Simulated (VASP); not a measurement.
## SiC3 (strained ordered alloy on diamond lattice): one PBE single-point calculation in two programs

```
C Si
1.0
     1.43879    0.83068    4.65509
    -1.43879    0.83068    4.65509
     0.00000   -1.66137    4.65509
C Si
3 1
Direct
  0.00798 0.00798 0.00798
  0.48954 0.48954 0.48954
  0.37932 0.37932 0.37932
  0.87316 0.87316 0.87316
```

Datasets and cutoffs are each program's own. VASP's cell holds 16 valence electrons and Ansatz's 16. Ansatz's stress includes a Pulay correction; VASP's doesn't.

Cutoffs: 520 eV in VASP, 420 eV in Ansatz. k meshes: 10×10×10 and 10×10×10.

```tsv
	VASP	Ansatz
gap between bands v and c	1.76 eV	1.76 eV
least direct gap	3.25 eV	3.26 eV
pressure	-3.6 GPa	-3.6 GPa
largest force	0.27 eV/Å	0.31 eV/Å
```

Band v is the last that the valence electrons fill when counted band by band, and c is the next. Levels in eV from the top of v, Ansatz:

| point | v−1 | v | c | c+1 |
| --- | --- | --- | --- | --- |
| Γ | 0.00 | 0.00 | 3.38 | 4.59 |
| T | -0.40 | -0.40 | 3.49 | 5.22 |
| H_2 | -4.63 | -3.13 | 3.67 | 4.59 |
| H_0 | -4.63 | -3.13 | 3.67 | 4.59 |
| L | -4.75 | -2.42 | 3.16 | 4.14 |
| S_0 | -5.08 | -3.16 | 3.55 | 5.33 |
| S_2 | -5.08 | -3.16 | 3.55 | 5.33 |
| F | -2.15 | -1.53 | 1.77 | 2.66 |

VASP:

```json
{"point": "Γ", "v−1": "0.00", "v": "0.00", "c": "3.39", "c+1": "4.59"}
{"point": "T", "v−1": "-0.40", "v": "-0.40", "c": "3.50", "c+1": "5.22"}
{"point": "H_2", "v−1": "-4.63", "v": "-3.13", "c": "3.66", "c+1": "4.58"}
{"point": "H_0", "v−1": "-4.63", "v": "-3.13", "c": "3.66", "c+1": "4.58"}
{"point": "L", "v−1": "-4.74", "v": "-2.42", "c": "3.16", "c+1": "4.14"}
{"point": "S_0", "v−1": "-5.08", "v": "-3.16", "c": "3.55", "c+1": "5.32"}
{"point": "S_2", "v−1": "-5.08", "v": "-3.16", "c": "3.55", "c+1": "5.32"}
{"point": "F", "v−1": "-2.15", "v": "-1.53", "c": "1.77", "c+1": "2.66"}
```

Forces (eV/Å), VASP:

| atom | Fx | Fy | Fz |
| --- | --- | --- | --- |
| C | 0.000 | 0.000 | 0.220 |
| C | 0.000 | 0.000 | -0.269 |
| C | 0.000 | 0.000 | -0.141 |
| Si | 0.000 | 0.000 | 0.191 |

Ansatz:

```
atom     Fx     Fy      Fz
   C  0.000  0.000   0.231
   C  0.000  0.000  -0.309
   C  0.000  0.000  -0.118
  Si  0.000  0.000   0.197
```
